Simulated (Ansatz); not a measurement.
A run of Ansatz 0.2.0 is set up as follows.

input.yaml

```yaml
crystal:
  lattice:
    - [-1.66395, 1.66395, 1.66395]
    - [1.66395, -1.66395, 1.66395]
    - [1.66395, 1.66395, -1.66395]
  atoms:
    - { symbol: Nb, position: [0.0, 0.0, 0.0] }
hamiltonian:
  xc: pbe
  pseudopotentials: { kind: paw }
kpoints:
  mp_grid: { grid: [8, 8, 8] }
scf:
  occupations: { method: fermi_dirac, width: 0.05 }
phonons:
  method: dfpt
  qmesh: [4, 4, 4]
  temperatures: { t_max: 1000, t_step: 100 }
  qpath:
    path:
      - [[0.0, 0.0, 0.0], [0.5, -0.5, 0.5], [0.0, 0.0, 0.5], [0.0, 0.0, 0.0], [0.25, 0.25, 0.25], [0.5, -0.5, 0.5]]
      - [[0.25, 0.25, 0.25], [0.0, 0.0, 0.5]]
    npoints: 8
```

Potentials or basis: Ansatz PAW.

The run is started by

```sh
$ ansatz run input.yaml --threads 2 --pin off --max-ram 5632MiB --backend cpu --events-out ev --progress --plain --runs-dir out
```

Problem. What does it give for the highest phonon frequency?

Solution. 221 cm⁻¹.

Problem. Predict the band gap on the k mesh.

Solution. None (metal or under the smearing width).

Phonon frequencies in cm⁻¹ (negative: imaginary):
| q point | frequencies |
| --- | --- |
| (0.000, 0.000, 0.000) | 0 0 0 |
| (0.000, 0.000, 0.250) | 80 88 130 |
| (0.000, 0.000, -0.500) | 128 176 181 |
| (0.000, 0.250, 0.250) | 119 121 192 |
| (0.250, 0.250, 0.250) | 190 190 190 |
| (0.250, 0.250, -0.250) | 125 125 199 |
| (0.250, -0.500, -0.500) | 157 177 192 |
| (-0.500, -0.500, -0.500) | 221 221 221 |
